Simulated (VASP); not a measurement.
# Rb (Im-3m) in VASP: notebook

The runs below take Rb through density of states, with vdW-DF2, LMBJ, RPBE+D3(BJ).

All numbers are computed with VASP 6.6.1; they aren't measurements. Logs are shortened: lines on timing, memory, paths and dates and some standing lists are left out, and cuts for length are marked.

## 1. Starting point

Symmetry: Im-3m, No. 229, cubic system. The conventional cell has a = 5.605 Å, b = 5.605 Å, c = 5.605 Å, α = 90.00°, β = 90.00°, γ = 90.00°.

## 2. Density of states, vdW-DF2

Input file POSCAR:

```
Rb
1.0
   -2.8025000000      2.8025000000      2.8025000000
    2.8025000000     -2.8025000000      2.8025000000
    2.8025000000      2.8025000000     -2.8025000000
Rb
1
Direct
    0.0000000000      0.0000000000      0.0000000000
```

Input file INCAR.step1:

```
SYSTEM = Rb
PREC     = Accurate       ! precision mode
ENCUT    = 520            ! plane-wave cutoff, eV
EDIFF    = 1E-7           ! SCF threshold, eV
ISMEAR   = 1              ! smearing method
SIGMA    = 0.1            ! smearing width, eV
LREAL    = .False.        ! projectors in reciprocal space
LASPH    = .True.         ! aspherical terms in the spheres
NELM     = 100            ! most SCF steps
ALGO     = Fast           ! electronic algorithm
ISIF     = 2              ! what is computed and relaxed
LWAVE    = .False.        ! write WAVECAR
LCHARG   = .True.         ! write CHGCAR
GGA      = ML             ! functional
LUSE_VDW = .True.       
AGGAC    = 0.0          
ZAB_VDW  = -1.8867
```

Input file KPOINTS.step1:

```
regular mesh
0
Gamma
  7 7 7
  0 0 0
```

Input file INCAR.step2:

```
SYSTEM = Rb
PREC     = Accurate       ! precision mode
ENCUT    = 520            ! plane-wave cutoff, eV
EDIFF    = 1E-7           ! SCF threshold, eV
ISMEAR   = -5             ! smearing method
SIGMA    = 0.1            ! smearing width, eV
LREAL    = .False.        ! projectors in reciprocal space
LASPH    = .True.         ! aspherical terms in the spheres
NELM     = 100            ! most SCF steps
ALGO     = Fast           ! electronic algorithm
ISIF     = 2              ! what is computed and relaxed
LWAVE    = .False.        ! write WAVECAR
LCHARG   = .False.        ! write CHGCAR
GGA      = ML             ! functional
LUSE_VDW = .True.       
AGGAC    = 0.0          
ZAB_VDW  = -1.8867      
LORBIT   = 10             ! projections on sites
NEDOS    = 2001           ! points of the DOS
ICHARG   = 11             ! starting density
```

Input file KPOINTS.step2:

```
regular mesh
0
Gamma
  11 11 11
  0 0 0
```

Potentials or basis: VASP PAW PBE potentials, release 64 (Rb_sv).

Started as:

```console
cat potpaw_PBE.64/Rb_sv/POTCAR > POTCAR
cp INCAR.step1 INCAR
cp KPOINTS.step1 KPOINTS
mpirun -np 1 vasp_std > vasp.out
cp INCAR.step2 INCAR
cp KPOINTS.step2 KPOINTS
mpirun -np 1 vasp_std > vasp.out
```

OUTCAR:

```text
SYSTEM = Rb
   PREC = Accurate
   ENCUT = 520
   EDIFF = 1E-7
   ISMEAR = -5
   LREAL = .False.
   LASPH = .True.
   NELM = 100
   ISIF = 2
   GGA = ML
   LORBIT = 10
   ICHARG = 11

 ion  position               nearest neighbor table
   1  0.000  0.000  0.000-

  LATTYP: Found a body centered cubic cell.
 ALAT       =     5.6050000000

  Lattice vectors:

 A1 = (  -2.8025000000,   2.8025000000,   2.8025000000)
 A2 = (   2.8025000000,  -2.8025000000,   2.8025000000)
 A3 = (   2.8025000000,   2.8025000000,  -2.8025000000)

Analysis of symmetry for initial positions (statically):
=====================================================================
 Subroutine PRICEL returns:
 Original cell was already a primitive cell.

 Routine SETGRP: Setting up the symmetry group for a
 body centered cubic supercell.

 Subroutine GETGRP returns: Found 48 space group operations
 (whereof 48 operations were pure point group operations)
 out of a pool of 48 trial point group operations.

The static configuration has the point symmetry O_h .

Analysis of symmetry for dynamics (positions and initial velocities):
=====================================================================
 Subroutine PRICEL returns:
 Original cell was already a primitive cell.

 Routine SETGRP: Setting up the symmetry group for a
 body centered cubic supercell.

 Subroutine GETGRP returns: Found 48 space group operations
 (whereof 48 operations were pure point group operations)
 out of a pool of 48 trial point group operations.

The dynamic configuration has the point symmetry O_h .

 Subroutine INISYM returns: Found 48 space group operations
 (whereof 48 operations are pure point group operations),
 and found     1 'primitive' translations

----------------------------------------------------------------------------------------

                                     Primitive cell

  volume of cell :      88.0434

  direct lattice vectors                    reciprocal lattice vectors
    -2.802500000  2.802500000  2.802500000     0.000000000  0.178412132  0.178412132
     2.802500000 -2.802500000  2.802500000     0.178412132  0.000000000  0.178412132
     2.802500000  2.802500000 -2.802500000     0.178412132  0.178412132  0.000000000

  length of vectors
     4.854072388  4.854072388  4.854072388     0.252312857  0.252312857  0.252312857

  position of ions in fractional coordinates (direct lattice)
     0.000000000  0.000000000  0.000000000

  ion indices of the primitive-cell ions
   primitive index   ion index
                 1           1

----------------------------------------------------------------------------------------

 KPOINTS: regular mesh

Automatic generation of k-mesh.
 Grid dimensions read from file:
 generate k-points for:   11   11   11

 Generating k-lattice:

  Cartesian coordinates                     Fractional coordinates (reciprocal lattice)
     0.000000000  0.016219285  0.016219285     0.090909091  0.000000000  0.000000000
     0.016219285  0.000000000  0.016219285     0.000000000  0.090909091  0.000000000
     0.016219285  0.016219285  0.000000000     0.000000000  0.000000000  0.090909091

  Length of vectors
     0.022937532  0.022937532  0.022937532

  Shift w.r.t. Gamma in fractional coordinates (k-lattice)
     0.000000000  0.000000000  0.000000000

 TETIRR: Found   1471 inequivalent tetrahedra from     7986

 Subroutine IBZKPT returns following result:
 ===========================================

 Found     56 irreducible k-points:

 Following reciprocal coordinates:
[... 57 lines left out ...]
   EMIN   =  10.00;   EMAX   =-10.00  energy-range for DOS
   EFERMI =   0.00;   METHOD = LEGACY
   ISMEAR =    -5;   SIGMA  =   0.10  broadening in eV -4-tet -1-fermi 0-gaus
   EFERMI_NEDOS =   21; number of points for ismear=-14 and -15
   IALGO  =     68    algorithm
   IMIX   =      4    mixing-type and parameters
     AMIX     =   0.40;   BMIX     =  1.00
     AMIX_MAG =   1.60;   BMIX_MAG =  1.00
  volume/ion in A,a.u.               =      88.04       594.15
[... 51 lines left out ...]
      1     -28.9974      2.00000
      2     -13.0701      2.00000
      3     -13.0293      2.00000
      4     -12.9964      2.00000
      5       0.6651     -0.02680
      6       1.0621      0.00000
      7       1.8769      0.00000
      8       3.4149      0.00000

 [... further k-points ...]

------------------------ aborting loop because EDIFF is reached ----------------------------------------

 total charge

# of ion       s       p       d       tot
------------------------------------------
    1        1.972   5.325   0.006   7.303

Total vdW correction in eV:      1.6674258

  FORCE on cell =-STRESS in cart. coord.  units (eV):
  Direction    XX          YY          ZZ          XY          YZ          ZX
  --------------------------------------------------------------------------------------
  -------------------------------------------------------------------------------------
  Total       -0.0540981     -0.0540981     -0.0540981     -0.0000000      0.0000000     -0.0000000
  in kB       -0.9844554     -0.9844554     -0.9844554     -0.0000000      0.0000000     -0.0000000
  external PRESSURE =      -0.9844554 kB  Pullay stress =       0.0000000 kB

 VOLUME and BASIS-vectors are now :
 -----------------------------------------------------------------------------
  energy-cutoff  :      520.00
  volume of cell :       88.04
      direct lattice vectors                 reciprocal lattice vectors
    -2.802500000  2.802500000  2.802500000     0.000000000  0.178412132  0.178412132
     2.802500000 -2.802500000  2.802500000     0.178412132  0.000000000  0.178412132
     2.802500000  2.802500000 -2.802500000     0.178412132  0.178412132  0.000000000

  length of vectors
     4.854072388  4.854072388  4.854072388     0.252312857  0.252312857  0.252312857

 FORCES acting on ions
    electron-ion (+dipol)            ewald-force                    non-local-force                 convergence-correction
 -----------------------------------------------------------------------------------------------
   0.153E-14 0.102E-14 -.897E-15   0.187E-15 -.125E-15 0.278E-15   -.318E-21 0.424E-21 -.318E-21   -.149E-12 -.176E-14 0.250E-12
 -----------------------------------------------------------------------------------------------
   0.153E-14 0.102E-14 -.897E-15   0.187E-15 -.125E-15 0.278E-15   -.318E-21 0.424E-21 -.318E-21   -.149E-12 -.176E-14 0.250E-12

 POSITION                                       TOTAL-FORCE (eV/Angst)
 -----------------------------------------------------------------------------------
      0.00000      0.00000      0.00000         0.000000     -0.000000      0.000000
 -----------------------------------------------------------------------------------
    total drift:                               -0.000000     -0.000000      0.000000

--------------------------------------------------------------------------------------------------------

  FREE ENERGIE OF THE ION-ELECTRON SYSTEM (eV)
  ---------------------------------------------------
  free  energy   TOTEN  =         1.0543306420 eV

  energy  without entropy=        1.0543306420  energy(sigma->0) =        1.05433064

--------------------------------------------------------------------------------------------------------

Total vdW correction in eV:      1.6673808

--------------------------------------------------------------------------------------------------------

 -----------------------------------------------------------------------------
|                                                                             |
|           W    W    AA    RRRRR   N    N  II  N    N   GGGG   !!!           |
|           W    W   A  A   R    R  NN   N  II  NN   N  G    G  !!!           |
|           W    W  A    A  R    R  N N  N  II  N N  N  G       !!!           |
|           W WW W  AAAAAA  RRRRR   N  N N  II  N  N N  G  GGG   !            |
|           WW  WW  A    A  R   R   N   NN  II  N   NN  G    G                |
|           W    W  A    A  R    R  N    N  II  N    N   GGGG   !!!           |
|                                                                             |
|     Tetrahedron method does not include variations of the Fermi             |
|     occupations, so forces and stress will be inaccurate. We suggest        |
|     using a different smearing scheme ISMEAR = 1 or 2 for metals in         |
|     relaxations.                                                            |
|                                                                             |
 -----------------------------------------------------------------------------

 total charge

# of ion       s       p       d       tot
------------------------------------------
    1        1.972   5.325   0.006   7.303

 BZINTS: Fermi energy:    0.013644;    9.000000 electrons
         Band energy:-0.136907E+03;  BLOECHL correction:   -0.028660

=======================================================================
```

It took 2.1 min on 1 thread of Intel Xeon Platinum 8488C (Sapphire Rapids), shared host; peak memory 0.48 GiB.

Results:

```yaml
Valence_electrons_inside_the_program's_atomic_spheres: Rb 7.30
```

States per cell in windows of 1 eV (zero at the Fermi level; states under -8 eV left out):
```csv
from (eV),total,Rb1_d,Rb1_p,Rb1_s
-8.0,0.00,0.00,0.00,0.00
-7.0,0.00,0.00,0.00,0.00
-6.0,0.00,0.00,0.00,0.00
-5.0,0.00,0.00,0.00,0.00
-4.0,0.00,0.00,0.00,0.00
-3.0,0.00,0.00,0.00,0.00
-2.0,0.30,0.00,0.00,0.02
-1.0,0.68,0.01,0.02,0.03
0.0,0.96,0.03,0.02,0.03
1.0,1.94,0.14,0.06,0.01
2.0,1.98,0.29,0.03,0.02
3.0,1.86,0.32,0.03,0.04
4.0,0.30,0.06,0.01,0.01
```

Caveat: the PAW data sets were made with another functional, which shifts forces and pressure a little; tetrahedron occupations give inexact forces and stress in metals.

## 3. Density of states, LMBJ, spin-orbit coupling, no magnetisation

POSCAR is that of step 2.

Input file INCAR.step1:

```
PREC = Accurate ; ENCUT = 520
EDIFF = 1E-5 ; ISMEAR = -5
SIGMA = 0.05 ; LREAL = F
LASPH = T ; NELM = 100
ALGO = Normal ; ISIF = 2
LWAVE = T ; LCHARG = F
MAGMOM = 0 0 0 ; LSORBIT = T
GGA_COMPAT = F ; NBANDS = 20
GGA = PE
```

Input file INCAR.step2:

```
PREC = Accurate ; ENCUT = 520
EDIFF = 1E-6 ; ISMEAR = -5
SIGMA = 0.05 ; LREAL = F
LASPH = T ; NELM = 100
ALGO = Normal ; ISIF = 2
LWAVE = F ; LCHARG = F
MAGMOM = 0 0 0 ; LORBIT = 10
LSORBIT = T ; GGA_COMPAT = F
METAGGA = LMBJ ; NBANDS = 20
ISTART = 1 ; NEDOS = 2001
```

Input file KPOINTS:

```
regular mesh
0
Gamma
  5 5 5
```

Potentials or basis: VASP PAW PBE potentials, release 64 (Rb_sv).

Started as:

```console
cat potpaw_PBE.64/Rb_sv/POTCAR > POTCAR
cp INCAR.step1 INCAR
mpirun -np 1 vasp_ncl > vasp.out
cp INCAR.step2 INCAR
mpirun -np 1 vasp_ncl > vasp.out
```

Run time: 1.9 min. Hardware: 1 thread of Intel Xeon Platinum 8488C (Sapphire Rapids), shared host; peak memory 0.45 GiB.

Results (log left out):

```
Valence electrons inside the program's atomic spheres : Rb 7.37
```

Caveat: the PAW data sets were made with another functional, which shifts forces and pressure a little.

## 4. Density of states, RPBE+D3(BJ)

Input file run.py:

```python
from ase.calculators.vasp import Vasp
from ase.dft.dos import DOS
from ase.io import read

atoms = read('Rb.cif', primitive_cell=True, subtrans_included=False)
calc = Vasp(
    directory='calc',
    xc='rpbe',
    pp='PBE',
    setups='recommended',
    prec='Accurate',
    encut=520,
    ediff=1e-07,
    ismear=1,
    sigma=0.2,
    lreal=False,
    lasph=True,
    nelm=60,
    algo='Normal',
    isif=2,
    lwave=False,
    lcharg=False,
    ivdw=12,
    lorbit=11,
    kpts=[7, 7, 7],
    gamma=True,
    nbands=10,
)
atoms.calc = calc

print('energy (eV):', atoms.get_potential_energy())
print('free energy (eV):', atoms.get_potential_energy(force_consistent=True))
print('forces (eV/A):')
print(atoms.get_forces())
print('stress (eV/A^3, Voigt):', atoms.get_stress())
print('Fermi level (eV):', calc.get_fermi_level())
dos = DOS(calc, width=0.05, window=(-10, 10), npts=201)
print('E - E_F (eV), DOS (1/eV)')
for e, g in zip(dos.get_energies(), dos.get_dos()):
    print(f'{e:8.3f} {g:10.4f}')
```

Input file Rb.cif:

```cif
data_Rb
_cell_length_a 5.60500000
_cell_length_b 5.60500000
_cell_length_c 5.60500000
_cell_angle_alpha 90.00000000
_cell_angle_beta 90.00000000
_cell_angle_gamma 90.00000000
_space_group_name_H-M_alt 'Im-3m'
_space_group_name_Hall '-I 4 2 3'
_space_group_IT_number 229
loop_
_space_group_symop_operation_xyz
'x,y,z'
'-x,-y,-z'
'-y,x,z'
'y,-x,-z'
'-x,-y,z'
'x,y,-z'
'y,-x,z'
'-y,x,-z'
'x,-y,-z'
'-x,y,z'
'-y,-x,-z'
'y,x,z'
'-x,y,-z'
'x,-y,z'
'y,x,-z'
'-y,-x,z'
'z,x,y'
'-z,-x,-y'
'z,-y,x'
'-z,y,-x'
'z,-x,-y'
'-z,x,y'
'z,y,-x'
'-z,-y,x'
'-z,x,-y'
'z,-x,y'
'-z,-y,-x'
'z,y,x'
'-z,-x,y'
'z,x,-y'
'-z,y,x'
'z,-y,-x'
'y,z,x'
'-y,-z,-x'
'x,z,-y'
'-x,-z,y'
'-y,z,-x'
'y,-z,x'
'-x,z,y'
'x,-z,-y'
'-y,-z,x'
'y,z,-x'
'-x,-z,-y'
'x,z,y'
'y,-z,-x'
'-y,z,x'
'x,-z,y'
'-x,z,-y'
'x+1/2,y+1/2,z+1/2'
'-x+1/2,-y+1/2,-z+1/2'
'-y+1/2,x+1/2,z+1/2'
'y+1/2,-x+1/2,-z+1/2'
'-x+1/2,-y+1/2,z+1/2'
'x+1/2,y+1/2,-z+1/2'
'y+1/2,-x+1/2,z+1/2'
'-y+1/2,x+1/2,-z+1/2'
'x+1/2,-y+1/2,-z+1/2'
'-x+1/2,y+1/2,z+1/2'
'-y+1/2,-x+1/2,-z+1/2'
'y+1/2,x+1/2,z+1/2'
'-x+1/2,y+1/2,-z+1/2'
'x+1/2,-y+1/2,z+1/2'
'y+1/2,x+1/2,-z+1/2'
'-y+1/2,-x+1/2,z+1/2'
'z+1/2,x+1/2,y+1/2'
'-z+1/2,-x+1/2,-y+1/2'
'z+1/2,-y+1/2,x+1/2'
'-z+1/2,y+1/2,-x+1/2'
'z+1/2,-x+1/2,-y+1/2'
'-z+1/2,x+1/2,y+1/2'
'z+1/2,y+1/2,-x+1/2'
'-z+1/2,-y+1/2,x+1/2'
'-z+1/2,x+1/2,-y+1/2'
'z+1/2,-x+1/2,y+1/2'
'-z+1/2,-y+1/2,-x+1/2'
'z+1/2,y+1/2,x+1/2'
'-z+1/2,-x+1/2,y+1/2'
'z+1/2,x+1/2,-y+1/2'
'-z+1/2,y+1/2,x+1/2'
'z+1/2,-y+1/2,-x+1/2'
'y+1/2,z+1/2,x+1/2'
'-y+1/2,-z+1/2,-x+1/2'
'x+1/2,z+1/2,-y+1/2'
'-x+1/2,-z+1/2,y+1/2'
'-y+1/2,z+1/2,-x+1/2'
'y+1/2,-z+1/2,x+1/2'
'-x+1/2,z+1/2,y+1/2'
'x+1/2,-z+1/2,-y+1/2'
'-y+1/2,-z+1/2,x+1/2'
'y+1/2,z+1/2,-x+1/2'
'-x+1/2,-z+1/2,-y+1/2'
'x+1/2,z+1/2,y+1/2'
'y+1/2,-z+1/2,-x+1/2'
'-y+1/2,z+1/2,x+1/2'
'x+1/2,-z+1/2,y+1/2'
'-x+1/2,z+1/2,-y+1/2'
loop_
_atom_site_label
_atom_site_type_symbol
_atom_site_symmetry_multiplicity
_atom_site_Wyckoff_symbol
_atom_site_fract_x
_atom_site_fract_y
_atom_site_fract_z
_atom_site_occupancy
Rb1 Rb 2 a 0.0000000000 0.0000000000 0.0000000000 1
```

Started as:

```console
python run.py
```

Run time: 15 s. Hardware: 1 thread of Intel Xeon Platinum 8488C (Sapphire Rapids), shared host; peak memory 0.2 GiB.

It converged, with:

```yaml
Free_energy: -1.2082 eV
Pressure: -1.2 GPa
Band_gap_on_the_k_mesh: none (metal or under the smearing width)
Valence_electrons_inside_the_program's_atomic_spheres: Rb 7.29
Dispersion_energy_per_atom: -0.395 eV
```

Levels at points of the mesh, in eV from the Fermi level:
```
           k point  band 2  band 3  band 4  band 5  band 6  band 7  band 8  band 9
(0.00, 0.00, 0.00)  -12.99  -12.99  -12.99   -2.00    3.76    3.76    3.76    4.68
```

States per cell in windows of 1 eV (zero at the Fermi level; states under -8 eV left out):
```
from (eV)  total  Rb1_d  Rb1_p  Rb1_s
     -8.0   0.00   0.00   0.00   0.00
     -7.0   0.00   0.00   0.00   0.00
     -6.0   0.00   0.00   0.00   0.00
     -5.0   0.00   0.00   0.00   0.00
     -4.0   0.00   0.00   0.00   0.00
     -3.0   0.00   0.00   0.00   0.00
     -2.0   0.29   0.00   0.00   0.01
     -1.0   0.67   0.00   0.02   0.02
      0.0   1.13   0.03   0.03   0.02
      1.0   1.61   0.10   0.04   0.01
      2.0   1.78   0.23   0.02   0.01
      3.0   1.74   0.25   0.03   0.02
      4.0   2.65   0.64   0.03   0.04
      5.0   2.15   0.71   0.02   0.02
      6.0   0.01   0.00   0.00   0.00
```

Caveat: the PAW data sets were made with another functional, which shifts forces and pressure a little; pairwise dispersion overbinds metals, which lowers pressure and volume.

## 5. The reference run

An earlier run on the cell as given: functional PBE; potentials or basis VASP PAW PBE potentials, release 64 (Rb_sv); cutoff 520 eV; k mesh 7 × 7 × 7; occupations fermi-dirac, width 0.05 eV; no spin polarisation.

* Pressure: 0.1 GPa
* Band gap on the k mesh: none (metal or under the smearing width)

## 6. Overview

```tsv
task	level	spin	k mesh	smearing	k mesh for the DOS	gap on the mesh (eV)	pressure (GPa)
density of states	vdW-DF2	off	7 × 7 × 7	methfessel-paxton 0.1 eV	11 × 11 × 11	-	-
density of states	LMBJ	SOC, no magnetisation	5 × 5 × 5	tetrahedron	-	-	-
density of states	RPBE+D3(BJ)	off	7 × 7 × 7	methfessel-paxton 0.2 eV	-	none	-1.2
single point	PBE	off	7 × 7 × 7	fermi-dirac 0.05 eV	-	none	0.1
```

Alike in all rows: potentials or basis VASP PAW PBE potentials, release 64 (Rb_sv); cell as given; cutoff (eV) 520.

Caveats: the PAW data sets were made with another functional, which shifts forces and pressure a little (some runs); tetrahedron occupations give inexact forces and stress in metals (some runs); pairwise dispersion overbinds metals, which lowers pressure and volume (some runs).

Absolute energies hang on the potentials; compare differences alone.
